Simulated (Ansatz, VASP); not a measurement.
Two plane-wave programs on Ta

The input INCAR:

```
PREC = Accurate ; ENCUT = 600
EDIFF = 1E-7 ; ISMEAR = 0
SIGMA = 0.1 ; LREAL = F
LASPH = T ; NELM = 100
ALGO = Fast ; ISIF = 3
LWAVE = F ; LCHARG = F
GGA = PS ; IBRION = 2
NSW = 100 ; EDIFFG = -0.005
```

Contents of KPOINTS:

```
regular mesh
0
Gamma
  18 18 18
```

File POSCAR:

```
Ta
1.0
   -1.6549986157      1.6549986157      1.6549986157
    1.6549986157     -1.6549986157      1.6549986157
    1.6549986157      1.6549986157     -1.6549986157
Ta
1
Direct
    0.0000000000      0.0000000000      0.0000000000
```

Input for Ansatz:

```yaml
crystal:
  lattice:
    - [-1.6549986157, 1.6549986157, 1.6549986157]
    - [1.6549986157, -1.6549986157, 1.6549986157]
    - [1.6549986157, 1.6549986157, -1.6549986157]
  atoms:
    - { symbol: Ta, position: [0.0, 0.0, 0.0] }
basis:
  ecutwfc: 420
kpoints:
  mp_grid: { grid: [18, 18, 18] }
hamiltonian:
  xc: pbesol
scf:
  occupations: { method: gaussian, width: 0.1 }
output:
  forces: true
  stress: true
  eigenvalues: true
relax:
  adjacent_minimum: "off"
  f_tol: 0.005
  max_steps: 80
  cell: { stress_tol: 0.05 }
```

Alike in both runs: task relaxation of cell and atoms; functional PBEsol; k mesh 18 × 18 × 18; occupations gaussian, width 0.1 eV; no spin polarisation.

|  | VASP | Ansatz |
| --- | --- | --- |
| version | VASP 6.6.1 | Ansatz 0.2.0 |
| potentials or method | VASP PAW PBE potentials, release 64 (Ta_pv) | scalar-relativistic, plane waves, PAW |
| plane-wave cutoff (eV) | 600 | 420 |
| valence electrons in the cell | 11 | 13 |

```csv
,VASP,Ansatz,Ansatz less VASP
"gap on the k mesh at the Fermi level, each at its own relaxed structure (eV)",none,none,-
relaxed volume (Å³/atom),17.67,17.65,-0.017
relaxed cell length with the largest relative difference (Å),2.842,2.841,-0.0009
energy change over the relaxation (meV/atom),-8,-8,-0.5
```

A gap of «none» marks a metal or a gap that the smearing closes. The two sets of potentials don't hold the same shells in valence.

Caveats: the PAW data sets were made with another functional, which shifts forces and pressure a little (VASP). The runs have no spin-orbit coupling, so splittings on Ta are missing.
